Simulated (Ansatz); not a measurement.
## Te2Mo (layers cut from the bulk crystal): converging the G0W0 gap

Aim: see how the G0W0 gap of Te2Mo (layers cut from the bulk crystal) on PBEsol moves with empty bands and screening cutoff, and what each rung costs.

Method: G0W0 on PBEsol, plane waves, PAW, in Ansatz 0.2.0.

## Step 1: Set-up

The cell holds 3 atoms: 2 Te and 1 Mo. Cell: a = 3.444 Å, b = 3.444 Å, c = 30.500 Å, α = 90.0°, β = 90.0°, γ = 120.0°. It derives from Te2Mo. Vacuum lies along c.

The structure was relaxed with PBEsol-D3(BJ). The runs that relaxed it are not among those shown. Spin-orbit coupling is left out unless a step names it. The default PAW set here is soft_2. Its files were made with PBE. The Coulomb interaction is cut off across the vacuum.

## Step 2: 290 empty bands, screening to 55 eV

G0W0 replaces the xc potential by the self-energy, built once from these orbitals. Only a window of levels is corrected, while the sums run over the empty bands that the input names.

Contents of input.yaml:

```yaml
crystal:
  lattice:
    - [3.4442427173, 0.0, 0.0]
    - [-1.7221213586, 2.98280169, 0.0]
    - [0.0, 0.0, 30.5]
  atoms:
    - { symbol: Te, position: [0.3333333333, 0.6666666667, 0.4404695171] }
    - { symbol: Mo, position: [0.6666666667, 0.3333333333, 0.5] }
    - { symbol: Te, position: [0.3333333333, 0.6666666667, 0.5595304829] }
  periodic: [true, true, false]
kpoints:
  mp_grid: { grid: [9, 9, 1] }
hamiltonian:
  xc: pbesol
scf:
  occupations: { method: fixed }
gw:
  n_empty_bands: 290
  ecut_chi: 55
  qp_bands: [v2, c2]
  qp_kpoints: band_edges
  screening: { model: contour_deformation }
```

The run is started by

```sh
$ ansatz run input.yaml --threads 32 --pin off --max-ram 129024MiB --backend cuda --events-out ev --progress --plain --runs-dir out --devices 1 --max-vram 157GiB  # rebuilt from the run's record
```

Numbers of over 12 decimals in the logs are rounded to 6 here.

What it wrote:

```text
GPUs: using 1 of 1 available (devices: 1).
Engine: ansatz 0.2.0, aarch64-unknown-linux-gnu
Pseudopotentials: kind: paw
Pseudopotential: Te, paw, valence charge 16, recommended cutoff 420 eV (normal), Te.paw.azcp
Pseudopotential: Mo, paw, valence charge 14, recommended cutoff 420 eV (normal), Mo.paw.azcp
Functional definition: PBEsol
  exchange = pbesol_x
  correlation = pbesol_c
device memory: the entry about to start is reckoned to put 1.8 GiB on a device that reports 182.5 GiB free (of which the cap on the GPU budget leaves the run 157.0 GiB)
GPU FFT provider: cuFFT
GPU libraries: cuBLAS 13.8.1, cuFFT 12.4.0, cuSOLVER 12.3.2
GPU matrix products: emulated (plane waves: as basis.precision tells), large ones in fixed point in workspaces of 1.00 GiB
Crystal: 3 atoms, lattice volume = 313.342 Å³
Basis set: ecut = 420 eV, 6089 PW (Γ)
Bands: 28, of which v1, the nominal top of the filled ones, is band 23 counted from 1 (22 counted from 0)
Symmetry: 12 space group operations
Space group: P-6m2 (ITA 187), of the structure as read, at distance tolerance 6.8e-5 Å
k-points: 12 of 81 (time reversal used)
Non-local potential: Te, projectors of the file, l = 0: 2, l = 1: 2, l = 2: 2, l = 3: 2
Non-local potential: Mo, projectors of the file, l = 0: 3, l = 1: 2, l = 2: 2, l = 3: 1
PAW form: soft (Blöchl's): semilocal exchange-correlation on the pseudo side does not see the compensation charge
PAW frozen core: Te, regenerated for the run's functional, and the local potential with it (the file was generated under x = pbe(κ = 0.804, μ = 0.219515), c = pbe(β = 0.066725))
PAW frozen core: Mo, regenerated for the run's functional, and the local potential with it (the file was generated under x = pbe(κ = 0.804, μ = 0.219515), c = pbe(β = 0.066725))
PAW one-centre angular grid: Te, 590 points (default); XC on 64 Gauss nodes
PAW one-centre angular grid: Mo, 590 points (default); XC on 64 Gauss nodes
Initial density: superposition of atomic densities (neutral atoms: chi_scale 0, normalization atom), corrected by the library's trained network
Initial wavefunctions: pseudopotential atomic-orbital guess
GPU buffer pool allocated for 124416 grid points (all kernels)
GPU transforms: local potential and band sums: pruned to the plane-wave sphere, on 24×24×216
Functional: x = pbesol(κ = 0.804, μ = 0.123457), c = pbesol(β = 0.046)
SCF iter   1: F=—  HF=-18701.259101 eV  |F-HF|=—  |Δ(HF+E_count)|=         —  Δρ=2.89e-3  dr2=1.58e-2  ethr=1.77e-3  ⟨swp⟩=7.5  Hψ=1664  notcnv=0  defer=36
preconditioner: auto → Resta (q_TF=auto, 1.982 Å⁻¹)  ε∞=2.4  [insulator: Δε(μ)=1.334 eV  Ē_g=7.526 eV  n_scr=18 (ndim 8)  ℏωp=8.9 eV  f_vac=0.746  ε∞_Penn≈2.4  vacuum switching on, ρ_ref=4.1e-3 e/Å³]
SCF iter   2: F=—  HF=-18701.261228 eV  |F-HF|=—  |Δ(HF+E_count)|=   2.13e-3  Δρ=1.43e-3  dr2=5.75e-3  ethr=3.43e-5  ⟨swp⟩=3.7  Hψ=808  notcnv=0  defer=36
SCF iter   3: F=—  HF=-18701.263359 eV  |F-HF|=—  |Δ(HF+E_count)|=   2.13e-3  Δρ=1.14e-3  dr2=1.16e-2  ethr=1.25e-5  ⟨swp⟩=5.2  Hψ=823  notcnv=0  defer=36
SCF iter   4: F=—  HF=-18701.262506 eV  |F-HF|=—  |Δ(HF+E_count)|=   8.53e-4  Δρ=2.28e-4  dr2=1.05e-4  ethr=1.25e-5  ⟨swp⟩=3.2  Hψ=502  notcnv=0  defer=36
SCF iter   5: F=—  HF=-18701.262546 eV  |F-HF|=—  |Δ(HF+E_count)|=   4.02e-5  Δρ=5.94e-5  dr2=1.19e-5  ethr=2.28e-7  ⟨swp⟩=3.9  Hψ=788  notcnv=0  defer=36
SCF iter   6: F=—  HF=-18701.262549 eV  |F-HF|=—  |Δ(HF+E_count)|=   2.90e-6  Δρ=1.66e-5  dr2=1.17e-6  ethr=2.59e-8  ⟨swp⟩=3.0  Hψ=679  notcnv=0  defer=36
SCF iter   7: F=-18701.262551 eV  HF=-18701.262551 eV  |F-HF|=1.08e-7  |Δ(HF+E_count)|=   2.35e-6  Δρ=4.67e-6  dr2=7.25e-8  ethr=2.17e-10  ⟨swp⟩=17.9  Hψ=2499  notcnv=0
SCF 1 converged in 7 iterations: F = -18701.262551 eV  dr2 = 7.25e-8
  greatest PAW one-centre occupation: 0.999 electrons in one spin orbital (limit 2), on the Mo atom at site 1 (counted from 0), in its partial waves of l = 0
device memory: the entry about to start is reckoned to put 1.9 GiB (of the 2.1 GiB reckoned in all, the device holds 0.1 GiB already) on a device that reports 182.4 GiB free (of which the cap on the GPU budget leaves the run 156.9 GiB)
NSCF: frozen V_eff on 12 k-points, pencils in batches of 32, up to order 112
the band table was solved once the SCF had ended and its energy, with any forces and stress, was formed, with the checks that follow a solve (2273 applications of the Hamiltonian). They found nothing against the state; the energy, forces and stress were not computed again (output.eigenvalues in the input reference)
device memory: the entry about to start is reckoned to put 17.8 GiB on a device that reports 182.5 GiB free (of which the cap on the GPU budget leaves the run 157.0 GiB)
NSCF: frozen V_eff on 12 k-points
G₀W₀ screening: q 1/12
[... further progress lines ...]
device memory: the entry about to start is reckoned to put 0.9 GiB on a device that reports 182.3 GiB free (of which the cap on the GPU budget leaves the run 157.0 GiB)
NSCF: frozen V_eff on 1 k-points
SCF converged after 7 iterations
Free energy (F): -18701.262551 eV
Harris-Foulkes:  -18701.262551 eV  (|F-HF|=1.08e-7)
Internal energy: -18701.262551 eV  (E = F + TS)
E sigma→0 (E₀):  -18701.262551 eV
Fermi energy:    -4.886092 eV
--- Per-component energies (eV) ---
  E_band       = -1361.488295
  E_kinetic    = 807.215632
  E_local      = -110930.607103  (includes V_loc(G=0)·N_el)
  E_nonlocal   = -469.476628
  E_hartree    = 55288.826666
  E_xc         = -430.795984
  E_vxc        = -438.980924  (∫ρ·V_xc dr)
  E_paw        = -12314.450374  (= ΣΔE_a)
  E_vpaw       = -907.243065  (= ΣTr[D̂ρ^β])
  E_aug_tail   = -0.000315  (compensation charges beyond the density's cutoff)
  E_ewald      = 49347.066624
  E_core_change = 0.958930  (= ΣΔE_core)
  E_smearing   = -0.000000  (= −TS)
  E_closure    = 0.000000  (closes the sum)
  Σ components = -18701.262551   (vs F -18701.262551, Δ=0.00e0)
--- Band table (eV; the first three rows and the last of 12) ---
[... rows of the band table ...]
  ° read free of the cell's end (the report's vacuum.weakly_bound_levels)
--- G₀W₀: contour deformation, 7 samples at zero and on the imaginary axis and 2 off it, 81 q-points, 290 empty bands' worth ---
  eigenvalues of the whole cell's RPA ε∞ on this k-mesh (on a slab, of 1 + 4πα/V) = 1.1998, 5.2010, 5.2010; static W/v taken at q = 0 is 0.399321
  bands read: the sum over 313 bands ends inside a degenerate multiplet in 1 slot, whose members it reads at an even weight; the widest, k=0: bands 313 to 314 (counted from 1) at 1/2 each
  gw.qp_kpoints: band_edges: 10 of 12 stored k-points solved, in 1 pass; an edge of the gap read off the rows below is read off those points alone
    valence top: of the k-points left out ik 5 came nearest to being solved in a further pass, in band 23 (counted from 1, as in the quasiparticle table): it holds the edge there only if its correction is more favourable than any solved in that band by at least 0.646 eV; those differ by 0.224 eV
    conduction bottom: of the k-points left out ik 5 came nearest to being solved in a further pass, in band 24 (counted from 1, as in the quasiparticle table): it holds the edge there only if its correction is more favourable than any solved in that band by at least 0.528 eV; those differ by 0.211 eV
    ik  band        ε_KS         Σx   Σc(E_QP)       V_xc       Z   E_QP_lin       E_QP  E_QP is
     1    22     -5.6058   -17.9366     1.1948   -16.8290  0.7240    -5.5188    -5.5185  root
     1    23     -5.5816   -17.9903     0.9791   -17.1699  0.7018    -5.4236    -5.4228  root
     1    24     -2.1565   -12.2808    -3.7286   -16.6613  0.6921    -1.4910    -1.5047  root
     1    25     -2.1477   -12.8815    -3.6076   -17.2353  0.7195    -1.3702    -1.4014  root
     2    22     -5.8802   -19.0609     1.4580   -17.8042  0.6937    -5.6804    -5.6788  root
     2    23     -5.7277   -18.3479     1.0728   -17.4635  0.6980    -5.5406    -5.5394  root
     2    24     -3.2622   -12.6651    -3.4976   -16.8468  0.7152    -2.5569    -2.5781  root
     2    25     -2.5795   -13.4255    -3.6477   -17.8770  0.7231    -1.7450    -1.7757  root
     3    22     -5.9769   -17.8192     1.2201   -16.7388  0.6922    -5.8380    -5.8372  root
     3    23     -5.3596   -18.1766     1.1322   -17.1848  0.7153    -5.2198    -5.2192  root
     3    24     -3.4018   -13.4725    -3.7009   -17.9109  0.7057    -2.6394    -2.6644  root
     3    25     -2.9358   -14.3924    -3.5441   -18.6899  0.7028    -2.1515    -2.1824  root
     4    22     -5.7836   -16.8722     1.1667   -15.7272  0.7093    -5.7619    -5.7619  root
     4    23     -5.0140   -16.9749     1.0422   -15.9690  0.7334    -4.9778    -4.9778  root
     4    24     -3.2090   -15.8703    -3.7588   -20.4916  0.6926    -2.3088    -2.3465  root
     4    25     -3.0850   -14.1638    -4.0931   -19.0335  0.6916    -2.2731    -2.3084  root
     6    22     -5.8782   -16.6762     1.5599   -14.9956  0.7280    -5.9994    -5.9989  root
     6    23     -5.4214   -18.8417     1.0920   -17.9668  0.7024    -5.2058    -5.2043  root
     6    24     -3.5756   -12.9352    -3.3347   -16.9603  0.7169    -2.8664    -2.8853  root
     6    25     -2.8674   -14.0550    -3.8035   -18.6063  0.6986    -2.0865    -2.1197  root
     7    22     -6.4097   -17.3565     1.8358   -15.4329  0.7093    -6.4978    -6.4975  root
     7    23     -5.1745   -17.7776     0.9196   -17.0036  0.7137    -5.0295    -5.0288  root
     7    24     -3.4180   -13.7808    -3.5421   -18.0609  0.7070    -2.6560    -2.6800  root
     7    25     -2.9796   -15.4520    -4.1375   -20.4316  0.6853    -2.0929    -2.1375  root
[...]
10    22     -6.5960   -17.8587     1.9775   -15.8160  0.7001    -6.6614    -6.6612  root
    10    23     -5.0680   -17.8928     0.6037   -17.5087  0.7046    -4.8498    -4.8485  root
    10    24     -3.3674   -15.0036    -3.7490   -19.5562  0.6963    -2.5328    -2.5639  root
    10    25     -2.8258   -12.9429    -3.6630   -17.3627  0.7190    -2.0429    -2.0690  root
    11    22     -6.7356   -18.4376     2.0762   -16.3389  0.6915    -6.7581    -6.7580  root
    11    23     -4.8861   -18.0851     0.4130   -17.9320  0.7035    -4.6278    -4.6262  root
    11    24     -3.5646   -15.3243    -3.6680   -19.8189  0.6984    -2.7084    -2.7380  root
    11    25     -3.1105   -12.9048    -3.5759   -17.2362  0.7217    -2.3316    -2.3550  root
```

Wall time 8.1 s (1 × NVIDIA GB200 with 32 threads of Arm Neoverse V2, shared host); peak memory 2.1 GiB.

The column dr2 measures how far the density is from self-consistency, as an energy; F and HF (Harris–Foulkes) agree once it is small.

This step gave:

```
bands summed                                 : 313
plane waves in the screening matrix          : 289
q-points in the mesh                         : 81
G0W0 gap on the mesh                         : 1.741 eV
k of the valence top                         : 0.3333, 0.3333, 0
k of the conduction bottom                   : 0.1111, 0.2222, 0
starting gap on the mesh                     : 1.310 eV
Z at the valence top                         : 0.7035
Z at the conduction bottom                   : 0.7169
least direct G0W0 gap on the computed points : 1.888 eV
```

The gap on the mesh goes from 1.31 eV to 1.74 eV, a correction of +0.43 eV. Between the two edge states, bare exchange in place of the xc potential would open the gap by 4.18 eV, and correlation takes back 3.75 eV.

## Step 3: 711 empty bands, screening to 100 eV

Another rung: the empty bands reach about as high as the screening cutoff, so the two stay in balance.

Changes to input.yaml since step 2:

```diff
@@ -16,5 +16,6 @@
   occupations: { method: fixed }
+  convergence: { dr2_threshold: 1.0e-10 }
 gw:
-  n_empty_bands: 290
-  ecut_chi: 55
+  n_empty_bands: 711
+  ecut_chi: 100.0
   qp_bands: [v2, c2]
```

What it wrote:

```text
GPUs: using 1 of 1 available (devices: 1).
[...]
GPU FFT provider: cuFFT
GPU libraries: cuBLAS 13.8.1, cuFFT 12.4.0, cuSOLVER 12.3.2
[...]
Crystal: 3 atoms, lattice volume = 313.342 Å³
Basis set: ecut = 420 eV, 6089 PW (Γ)
Bands: 28, of which v1, the nominal top of the filled ones, is band 23 counted from 1 (22 counted from 0)
Symmetry: 12 space group operations
[...]
k-points: 12 of 81 (time reversal used)
[...]
GPU buffer pool allocated for 124416 grid points (all kernels)
[...]
SCF iter   1: F=—  HF=-18701.259101 eV  |F-HF|=—  |Δ(HF+E_count)|=         —  Δρ=2.89e-3  dr2=1.58e-2  ethr=1.77e-3  ⟨swp⟩=7.5  Hψ=1664  notcnv=0  defer=36
[...]
SCF iter  10: F=-18701.262551 eV  HF=-18701.262551 eV  |F-HF|=1.82e-11  |Δ(HF+E_count)|=  4.00e-11  Δρ=5.03e-8  dr2=9.48e-12  ethr=1.00e-12  ⟨swp⟩=20.2  Hψ=2275  notcnv=0
SCF 1 converged in 10 iterations: F = -18701.262551 eV  dr2 = 9.48e-12
[...]
NSCF: frozen V_eff on 12 k-points, pencils in batches of 32, up to order 112
[...]
NSCF: frozen V_eff on 12 k-points
G₀W₀ screening: q 1/12
[... further progress lines ...]
[...]
SCF converged after 10 iterations
Free energy (F): -18701.262551 eV
[...]
Internal energy: -18701.262551 eV  (E = F + TS)
E sigma→0 (E₀):  -18701.262551 eV
Fermi energy:    -4.885384 eV
[...]
--- Band table (eV; the first three rows and the last of 12) ---
[... rows of the band table ...]
  ° read free of the cell's end (the report's vacuum.weakly_bound_levels)
[...]
1    22     -5.6050   -17.9366     0.9056   -16.8290  0.7206    -5.8082    -5.8070  root
     1    23     -5.5808   -17.9902     0.7423   -17.1698  0.6965    -5.6590    -5.6588  root
     1    24     -2.1558   -12.2807    -4.0207   -16.6611  0.6873    -1.7892    -1.7961  root
     1    25     -2.1469   -12.8814    -3.8986   -17.2353  0.7152    -1.6822    -1.6916  root
     2    22     -5.8794   -19.0609     1.1874   -17.8042  0.6884    -5.9489    -5.9487  root
     2    23     -5.7270   -18.3478     0.8315   -17.4634  0.6925    -5.7799    -5.7798  root
     2    24     -3.2614   -12.6650    -3.7448   -16.8467  0.7104    -2.8170    -2.8246  root
     2    25     -2.5788   -13.4255    -3.9081   -17.8770  0.7188    -2.0230    -2.0354  root
[...]
11    22     -6.7348   -18.4375     1.7985   -16.3388  0.6889    -7.0398    -7.0350  root
    11    23     -4.8854   -18.0851     0.1606   -17.9319  0.6982    -4.8780    -4.8780  root
    11    24     -3.5638   -15.3242    -3.9224   -19.8189  0.6920    -2.9792    -2.9915  root
    11    25     -3.1098   -12.9047    -3.7952   -17.2361  0.7180    -2.5630    -2.5736  root
```

It took 32 s on 1 × NVIDIA GB200 with 32 threads; peak memory 3.5 GiB; 1.9 min of CPU time.

Numbers from this step:

```yaml
bands_summed: 734
plane_waves_in_the_screening_matrix: 703
q_points_in_the_mesh: 81
g0w0_gap_on_the_mesh: 1.756 eV
k_of_the_valence_top: 0.3333, 0.3333, 0
k_of_the_conduction_bottom: 0.1111, 0.2222, 0
starting_gap_on_the_mesh: 1.310 eV
z_at_the_valence_top: 0.6982
z_at_the_conduction_bottom: 0.7121
least_direct_g0w0_gap_on_the_computed_points: 1.886 eV
```

Against the run with 9×9×1 mesh, 290 empty bands, screening to 55 eV, the gap moves by +0.015 eV.

## Step 4: Side by side

Times are wall times on 1 × NVIDIA GB200 with 32 threads of Arm Neoverse V2, shared host, good to a factor of about two.

```tsv
mesh	files	frequency	bands summed	cutoff (eV)	start (eV)	G0W0 (eV)	time	host memory (GiB)
9×9×1	default PAW	contour deformation	313	55	1.310	1.741	8.1 s	2.1
9×9×1	default PAW	contour deformation	734	100	1.310	1.756	32 s	3.5
```

How the two edges are built up, in eV (the quasiparticle level is the starting level plus Σx plus Σc less Vxc):

```tsv
run	edge	start	Σx	Σc	Vxc	Z	QP
313 bands	valence top	-4.89	-18.09	0.41	-17.93	0.70	-4.63
313 bands	conduction bottom	-3.58	-12.94	-3.33	-16.96	0.72	-2.89
734 bands	valence top	-4.89	-18.09	0.16	-17.93	0.70	-4.88
734 bands	conduction bottom	-3.57	-12.94	-3.57	-16.96	0.71	-3.12
```

## Step 5: Results

* 313 bands, 55 eV: 1.741 eV
* 734 bands, 100 eV: 1.756 eV
* estimated limit in bands and cutoff: 1.77 eV
* mesh and start: 9×9×1, PBEsol

In words: A line in one over the bands through the two rungs gives 1.77 eV, +0.01 eV from the top rung; with two points alone it is an unchecked estimate. The rungs stand 0.03 eV (313 bands) and 0.01 eV (734 bands) from it. From 313 to 734 bands the gap moves by +0.02 eV while the time grows 3.9-fold. Σc changes by −0.25 eV at the valence top and −0.24 eV at the conduction bottom, so the levels themselves move more than the gap between them. The 9×9×1 mesh misses a band edge: over a band path and its finer mesh (run apart) the PBEsol gap is 1.27 eV, so the G0W0 gap over the zone may lie about 0.04 eV below its value on the mesh. The mesh in the plane is coarse for a sheet; gap and any exciton binding can still move on denser ones. The many-body steps are scalar-relativistic: spin-orbit coupling is not in them.

[Paths, hosts, dates, memory and timing lines, banners, echoed tables and standing remarks are left out of the program output.]

[Logs are printed without paths, hosts, clocks, repeated set-up lines and the standing remarks that a program may print on its own settings, such as how far it seeks lower states.]

[Runs of the session that timed out or met a known fault of the program may be left out.]

[Cells called generated may have been cut or substituted from an entry of the Crystallography Open Database or the Materials Project.]

[Hosts, paths, dates, database ids (printed as entryN), source tags and the programs' standing remarks are cut or masked in the printed files.]
